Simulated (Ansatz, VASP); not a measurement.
# Cross-check of GaP between VASP and Ansatz

Wanted: the spread between two codes on one cell, functional and k mesh. The cell is taken from a series of runs on this material, whose earlier steps may have relaxed, scaled, displaced or heated it; both programs get it as it stands.

Program: Ansatz 0.2.0. Level of theory: plane waves, with VASP 6.6.1 beside it; zone-centre phonons at LDA. Results are calculated unless marked as measured.

## Step 1: Starting point

The structure is tetragonal, space group I-4m2 (No. 119). Conventional cell: a = 3.850 Å, b = 3.850 Å, c = 5.230 Å, α = 90.00°, β = 90.00°, γ = 90.00°. Nearest to P lie 4 Ga at 2.33 Å. Nearest to Ga lie 4 P at 2.33 Å. Farther neighbours are not listed.

## Step 2: Ansatz: zone-centre phonons, LDA

Ansatz runs on its PAW soft_1 files.

Second derivatives magnify differences that forces hide, and they need a tight electronic threshold.

File input.yaml:

```yaml
crystal:
  lattice:
    - [0.0, 2.7220781877, 2.614834521]
    - [2.7220781877, 0.0, 2.614834521]
    - [2.7220781877, 2.7220781877, 0.0]
  atoms:
    - { symbol: P, position: [0.75, 0.75, 0.75] }
    - { symbol: Ga, position: [0.0, 0.0, 0.0] }
kpoints:
  mp_grid: { grid: [12, 12, 12] }
hamiltonian:
  xc: lda
  pseudopotentials: { kind: paw, azcp: { folder: soft_1 }, xc_functional: pbe }
scf:
  occupations: { method: fixed }
output:
  eigenvalues: true
phonons:
  method: dfpt
  dielectric: true
  rigid_motions: translations
```

The run is started by

```sh
$ ansatz run input.yaml --threads 4 --pin off --max-ram 10240MiB --backend cpu --events-out ev --progress --plain --runs-dir out
```

Numbers of over 12 decimals in the logs are rounded to 6 here.

Log:

```text
Engine: ansatz 0.2.0, aarch64-unknown-linux-gnu
Pseudopotentials: kind: paw
Pseudopotential: P, paw, valence charge 5, recommended cutoff 420 eV (normal), soft_1/P.paw.azcp
Pseudopotential: Ga, paw, valence charge 13, recommended cutoff 420 eV (normal), soft_1/Ga.paw.azcp
Functional definition: SPW92
  exchange = slater_x
  correlation = pw_c
Crystal: 2 atoms, lattice volume = 38.750 Å³
Basis set: ecut = 420 eV, 741 PW (Γ), exchange–correlation on 54×54×54 points (8 copies of the dense FFT grid, shifted against one another)
Bands: 13, of which v1, the nominal top of the filled ones, is band 9 counted from 1 (8 counted from 0)
Symmetry: 8 space group operations
k-points: 868 of 1728 (irreducible under 1 space group operation, time reversal used)
Non-local potential: P, projectors of the file, l = 0: 2, l = 1: 2, l = 2: 1
Non-local potential: Ga, projectors of the file, l = 0: 2, l = 1: 2, l = 2: 3, l = 3: 1
PAW form: soft (Blöchl's): semilocal exchange-correlation on the pseudo side does not see the compensation charge
PAW frozen core: P, regenerated for the run's functional, and the local potential with it (the file was generated under x = pbe(κ = 0.804, μ = 0.219515), c = pbe(β = 0.066725))
PAW frozen core: Ga, regenerated for the run's functional, and the local potential with it (the file was generated under x = pbe(κ = 0.804, μ = 0.219515), c = pbe(β = 0.066725))
PAW one-centre angular grid: P, 110 points (default); XC on 64 Gauss nodes
PAW one-centre angular grid: Ga, 590 points (default); XC on 64 Gauss nodes
Initial density: superposition of atomic densities (chi_scale 0.1, normalization cell, long waves kept (reshape's long-wave potential 0.00 eV rms))
Initial wavefunctions: pseudopotential atomic-orbital guess
Functional: x = slater, c = lda
SCF iter   1: F=—  HF=-4433.960721 eV  |F-HF|=—  |Δ(HF+E_count)|=         —  Δρ=4.53e-2  dr2=6.74e-1  ethr=3.10e-3  ⟨swp⟩=5.0  Hψ=60870  notcnv=0  defer=1691
preconditioner: auto → none  [insulator: Δε(μ)=1.444 eV  Ē_g=15.553 eV  n_scr=12 (ndim 8)  ℏωp=25.3 eV  f_vac=0.000  ε∞_Penn≈3.6]
SCF iter   2: F=—  HF=-4433.779666 eV  |F-HF|=—  |Δ(HF+E_count)|=   1.81e-1  Δρ=2.04e-2  dr2=9.09e-2  ethr=3.10e-3  ⟨swp⟩=2.1  Hψ=20749  notcnv=0  defer=1620
SCF iter   3: F=—  HF=-4433.765747 eV  |F-HF|=—  |Δ(HF+E_count)|=   1.39e-2  Δρ=5.16e-3  dr2=9.93e-3  ethr=5.05e-4  ⟨swp⟩=3.0  Hψ=20799  notcnv=0  defer=1710
SCF iter   4: F=—  HF=-4433.762049 eV  |F-HF|=—  |Δ(HF+E_count)|=   3.70e-3  Δρ=2.37e-3  dr2=7.87e-4  ethr=5.51e-5  ⟨swp⟩=2.9  Hψ=22117  notcnv=0  defer=1736
SCF iter   5: F=—  HF=-4433.761709 eV  |F-HF|=—  |Δ(HF+E_count)|=   3.41e-4  Δρ=5.42e-4  dr2=4.24e-5  ethr=4.37e-6  ⟨swp⟩=2.0  Hψ=20836  notcnv=0  defer=1736
SCF iter   6: F=—  HF=-4433.761709 eV  |F-HF|=—  |Δ(HF+E_count)|=   3.83e-7  Δρ=3.00e-5  dr2=2.10e-7  ethr=2.35e-7  ⟨swp⟩=2.3  Hψ=13807  notcnv=0  defer=1328
SCF iter   7: F=—  HF=-4433.761709 eV  |F-HF|=—  |Δ(HF+E_count)|=   6.93e-7  Δρ=6.04e-6  dr2=6.92e-9  ethr=1.17e-9  ⟨swp⟩=2.0  Hψ=19107  notcnv=0  defer=850
SCF iter   8: F=-4433.761709 eV  HF=-4433.761709 eV  |F-HF|=1.09e-11  |Δ(HF+E_count)|=  5.91e-10  Δρ=2.55e-7  dr2=1.06e-11  ethr=1.00e-12  ⟨swp⟩=8.7  Hψ=90452  notcnv=0
SCF 1 converged in 8 iterations: F = -4433.761709 eV  dr2 = 1.06e-11
  greatest PAW one-centre occupation: 0.994 electrons in one spin orbital (limit 2), on the Ga atom at site 1 (counted from 0), in its partial waves of l = 2
NSCF: frozen V_eff on 3 k-points
DFPT response loops at Γ: preconditioner auto → none (the input reference at scf.mixing.eps_inf says where Resta's filter doesn't serve); β = 0.50; Broyden in place of MSR1
── the response to a field inside a basis, on 12×12×12 k-points: an SCF that follows is theirs, and a resumed run solves both again ──
Bands: 10, of which v1, the nominal top of the filled ones, is band 9 counted from 1 (8 counted from 0)
k-points: 468 of 1728 (irreducible under 2 space group operations, time reversal used)
Initial density: handed on by an earlier stage of this run
Initial wavefunctions: pseudopotential atomic-orbital guess (no wavefunctions were taken with the density)
Eigensolver: Dense (468 Hₖ)
SCF iter   1: F=—  HF=-4433.761262 eV  |F-HF|=—  |Δ(HF+E_count)|=         —  Δρ=1.32e-4  dr2=2.46e-6  ethr=1.00e-1
preconditioner: auto → none  [insulator: Δε(μ)=1.134 eV  Ē_g=13.297 eV  n_scr=12 (ndim 8)  ℏωp=25.3 eV  f_vac=0.002  ε∞_Penn≈4.6]
SCF iter   2: F=—  HF=-4433.761261 eV  |F-HF|=—  |Δ(HF+E_count)|=   8.84e-7  Δρ=9.88e-5  dr2=1.52e-6  ethr=1.37e-8
SCF iter   3: F=—  HF=-4433.761262 eV  |F-HF|=—  |Δ(HF+E_count)|=   2.25e-7  Δρ=2.54e-5  dr2=2.28e-7  ethr=8.44e-9
SCF iter   4: F=-4433.761261 eV  HF=-4433.761261 eV  |F-HF|=2.20e-9  |Δ(HF+E_count)|=   2.93e-7  Δρ=3.21e-6  dr2=2.89e-9  ethr=1.27e-9
SCF 1 converged in 4 iterations: F = -4433.761261 eV  dr2 = 2.89e-9
DFPT response loops at Γ: mixed as the last ones told, above
WARN: field response: ε∞ stands inside a basis, on 12×12×12 points; the force constants stand on the 12×12×12 k-mesh, whose period is 13.00 times the interband length at k = (0.0000, 0.0000, 0.0000), direct gap 1.815 eV, under 14: take them and everything formed from them as unconverged, and compare with a denser kpoints.mp_grid
SCF converged after 8 iterations
Free energy (F): -4433.761709 eV
Harris-Foulkes:  -4433.761709 eV  (|F-HF|=1.09e-11)
Internal energy: -4433.761709 eV  (E = F + TS)
E sigma→0 (E₀):  -4433.761709 eV
Fermi energy:    7.535628 eV
--- Per-component energies (eV) ---
  E_band       = -56.523320
  E_kinetic    = 182.451197
  E_local      = -1650.920648  (includes V_loc(G=0)·N_el)
  E_nonlocal   = -57.224099
  E_hartree    = 1003.427967
  E_xc         = -136.118144
  E_vxc        = -118.803695  (∫ρ·V_xc dr)
  E_paw        = -2445.098894  (= ΣΔE_a)
  E_vpaw       = -418.881736  (= ΣTr[D̂ρ^β])
  E_aug_tail   = -0.000200  (compensation charges beyond the density's cutoff)
  E_ewald      = -1332.124721
  E_core_change = 1.845833  (= ΣΔE_core)
  E_smearing   = -0.000000  (= −TS)
  E_closure    = 0.000000  (closes the sum)
  Σ components = -4433.761709   (vs F -4433.761709, Δ=0.00e0)
--- Band table (eV; the first three rows and the last of 868) ---
  k-point 0: bands = [... 5 lower, -5.4616, 7.3152, 7.3152, 7.5356, 9.3506, 11.1179, 11.2048, 11.2048]
  k-point 1: bands = [... 5 lower, -5.3656, 6.4533, 7.1859, 7.3584, 9.8151, 11.2700, 11.3820, 11.4633]
  k-point 2: bands = [... 5 lower, -5.0844, 4.9121, 6.8837, 7.0917, 9.8169, 11.7282, 11.7539, 12.4615]
  k-point 867: bands = [... 5 lower, -3.2321, 0.4250, 6.0277, 6.3625, 8.9894, 11.8455, 12.2113, 15.5360]
--- Phonons (Γ-DFPT): 4 representative perturbations + reference, on 868 of 1728 k-points (Σ response iterations 12) ---
  k mesh reduced under 1 symmetry operation, with k and −k counted as one. Each operation leaves every solved perturbation unchanged. A smaller set is not considered because the run solves the response to a homogeneous field
  ASR residual: 7.948e-5 → 0.000e0 eV/Å²; symmetrization residual: 8.711e-6 eV/Å²
  ASR residual per site (eV/Å²): 7.95e-5 7.30e-5
  Γ frequencies (cm⁻¹): 0.00 0.00 0.00 367.30 370.01 370.01
  ε∞ (high-frequency dielectric tensor):
       10.751354     0.000000     0.000000
        0.000000    10.751354     0.000000
        0.000000     0.000000    10.341960
  ε⁰ (static dielectric tensor: ions relaxed, cell fixed):
       12.645972     0.000000    -0.000000
        0.000000    12.645972     0.000000
       -0.000000     0.000000    11.957336
  ε⁰ − ε∞ (ionic part):
        1.894618     0.000000    -0.000000
        0.000000     1.894618     0.000000
       -0.000000     0.000000     1.615376
  softest optical mode at Γ: 367.30 cm⁻¹; the repairs (sum rule, projections) moved no ω² at Γ by more than (1.08 cm⁻¹)²
  Born effective charges Z* (e; rows j = field, columns β = displacement):
    site 0:
        -2.09304   -0.00000    0.00000
         0.00000   -2.09304   -0.00000
         0.00000   -0.00000   -1.91849
    site 1:
         2.09304    0.00000   -0.00000
        -0.00000    2.09304    0.00000
         0.00000    0.00000    1.91849
  Z* charge neutrality: 2.332e-4 e pre-enforcement
  solved inside a basis spanned on kpoints, on 12×12×12 k-points, its susceptibility summed on 16×16×16: ε∞ is read to err by 3.1e-2, Z* by 1.4e-2 e (field_mesh: kpoints solves on kpoints); Z* is corrected for what the basis lacks
  optical modes at Γ without the LO–TO term, one row a degenerate level:
      ω (cm⁻¹)  modes    IR ((D/Å)²/amu)
        367.30      1             3.9594
        370.01      2             9.4253
  optical modes at Γ + LO–TO along q̂ = [1.0000, 0.0000, 0.0000]:
      ω (cm⁻¹)  modes    IR ((D/Å)²/amu)
        367.30      1             3.9594
        370.01      1             4.7126
        401.29      1             4.7126
  optical modes at Γ + LO–TO along q̂ = [0.0000, 1.0000, 0.0000]:
      ω (cm⁻¹)  modes    IR ((D/Å)²/amu)
        367.30      1             3.9594
        370.01      1             4.7126
        401.29      1             4.7126
  optical modes at Γ + LO–TO along q̂ = [0.0000, 0.0000, 1.0000]:
      ω (cm⁻¹)  modes    IR ((D/Å)²/amu)
        370.01      2             9.4253
        394.94      1             3.9594
```

(Part 1 of 2 ends here.)

[Lines on the potential files, build, host, timing and source positions are cut from VASP's logs without a mark.]

[Logs are printed without paths, hosts, clocks, repeated set-up lines and the standing remarks that a program may print on its own settings, such as how far it seeks lower states.]

[Hosts, paths, dates, database ids (printed as entryN), source tags and the programs' standing remarks are cut or masked in the printed files.]
